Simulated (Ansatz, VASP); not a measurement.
Given: the input of a run of Ansatz 0.2.0 on TiC.

input.yaml

```yaml
crystal:
  lattice:
    - [0.0, 2.1657188437, 2.1657188437]
    - [2.1657188437, 0.0, 2.1657188437]
    - [2.1657188437, 2.1657188437, 0.0]
  atoms:
    - { symbol: Ti, position: [-0.017918, 0.021534, -0.007178] }
    - { symbol: C, position: [0.48439, 0.507434, 0.514174] }
hamiltonian:
  xc: pbesol
  pseudopotentials: { kind: paw }
kpoints:
  mp_grid: { grid: [11, 11, 11] }
scf:
  occupations: { method: fermi_dirac, width: 0.05 }
output:
  forces: true
  stress: true
  eigenvalues: true
```

Potentials or basis: Ansatz PAW.

Command:

```console
$ ansatz run input.yaml --threads 1 --pin off --max-ram 3584MiB --backend cpu --events-out ev --progress --plain --runs-dir out
```

Set up the same calculation for VASP 6.6.1. Potentials there: VASP PAW PBE potentials, release 64 (Ti_sv, C).

As run (the cutoff follows the program's own potentials):

The input INCAR:

```
  PREC = Accurate
  ENCUT = 520
  EDIFF = 1E-7
  ISMEAR = -1
  SIGMA = 0.05
  LREAL = False
  LASPH = True
  NELM = 60
  ALGO = Normal
  ISIF = 2
  LWAVE = False
  LCHARG = False
  GGA = PS
  NBANDS = 15
```

The input KPOINTS:

```
regular mesh
0
Gamma
  11 11 11
```

File POSCAR:

```
TiC
1.0
    0.0000000000      2.1657188437      2.1657188437
    2.1657188437      0.0000000000      2.1657188437
    2.1657188437      2.1657188437      0.0000000000
Ti C
1 1
Direct
   -0.0179180000      0.0215340000     -0.0071780000
    0.4843900000      0.5074340000      0.5141740000
```

Potentials or basis: VASP PAW PBE potentials, release 64 (Ti_sv, C).

Run with:

```bash
$ cat potpaw_PBE.64/Ti_sv/POTCAR potpaw_PBE.64/C/POTCAR > POTCAR
$ mpirun -np 1 vasp_std > vasp.out
```

Both were run:

|  | VASP | Ansatz | Ansatz less VASP |
| --- | --- | --- | --- |
| gap on the k mesh at the Fermi level (eV) | none | none | - |
| pressure (GPa) | -6.0 | -6.3 | -0.27 |
| largest component of the traceless stress (GPa) | 0.41 | 0.41 | -0.001 |
| rms of the force components (eV/Å) | 0.318 | 0.318 | -0.0005 |

Atom by atom the forces differ by 0.000 eV/Å (rms over components). A gap of «none» marks a metal or a gap that the smearing closes.

Caveats: the PAW data sets were made with another functional, which shifts forces and pressure a little (VASP); the PAW data sets come from PBE, with cores solved anew for the run's functional, which leaves a small shift of forces and pressure (Ansatz).
